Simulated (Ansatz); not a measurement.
The system is TiSi2.

```xyz
6
Lattice="0.0000 4.1175 4.2629 2.3895 0.0000 4.2629 2.3895 4.1175 0.0000" Properties=species:S:1:pos:R:3 pbc="T T T"
Ti    3.5843    6.1763    6.3943
Ti    2.3895    4.1175    4.2629
Si    1.1948    3.3975    2.1314
Si    1.1948    0.7200    2.1314
Si    2.3895    1.3387    4.2629
Si    2.3895    6.8963    4.2629
```

The cell is a database's computed one.

Base run:

- Program: Ansatz 0.2.0
- Functional: PBE
- Potentials or basis: Ansatz PAW
- Cutoff: 420 eV
- Density cutoff: 1680 eV
- k mesh: 7 × 7 × 7
- Occupations: fermi-dirac, width 0.05 eV
- Spin: no spin polarisation
- Hubbard terms: Ti d U = 6 eV

Its results: band gap on the k mesh none (metal or under the smearing width); pressure 7.6 GPa; largest force 0.153 eV/Å.

Task: After a change of settings the same cell gave: band gap on the k mesh none (metal or under the smearing width); pressure 4.5 GPa; largest force 0.067 eV/Å. Which change was it?
A. hubbard terms from Ti d U = 6 eV to Ti d U = 3 eV
B. functional from PBE to BLYP; hubbard terms from Ti d U = 6 eV to none; hubbard projectors from ortho-atomic (the default) to none
C. functional from PBE to r2SCAN; cutoff from 420 eV to 500 eV; density cutoff from 1680 eV to 2000 eV; hubbard terms from Ti d U = 6 eV to none; hubbard projectors from ortho-atomic (the default) to none
D. occupations from fermi-dirac, width 0.05 eV to gaussian, width 0.011 eV; hubbard terms from Ti d U = 6 eV to none; hubbard projectors from ortho-atomic (the default) to none

Result: A.

Caveats: U without spin polarisation on a metal has little footing; the U is typed as a test and isn't derived for this compound.

Not every run made on this cell is shown here.
